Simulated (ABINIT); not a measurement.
Runs of ABINIT 10.8.3 (patched build) on Hf. It takes space group Pm-3m (No. 221, cubic). The conventional cell has a = 2.914 Å, b = 2.914 Å, c = 2.914 Å, α = 90.00°, β = 90.00°, γ = 90.00°. Around Hf (site symmetry m-3m) lie 6 Hf at 2.91 Å. The cell was built by a generator and needn't be a form met in nature.

```csv
level,gap on the mesh (eV),pressure (GPa)
RPBE,none,2.1
PBE,none,-0.2
PBEsol,none,(a)
SCAN,none,-6.0
WC,none,-3.7
LDA,none,-7.0
BLYP,none,2.8
AM05,none,-4.0
PW91,none,-0.6
r2SCAN,none,-1.4
revPBE,none,(b)
```

Alike in all rows: task single point; potentials or basis JTH PAW PBE v2.0; no spin polarisation; cell as given; k mesh 9 × 9 × 9; cutoff (eV) 626; smearing fermi-dirac 0.05 eV.

Question: Estimate the missing entries.

Answer: (a) -3.9; (b) 1.4.

Caveats: the PAW data sets were made with another functional, which shifts forces and pressure a little (some runs).

A k mesh can miss the band edges, and the runs leave out spin-orbit coupling on Hf.

A gap of «none» marks a metal or a gap under the smearing width.
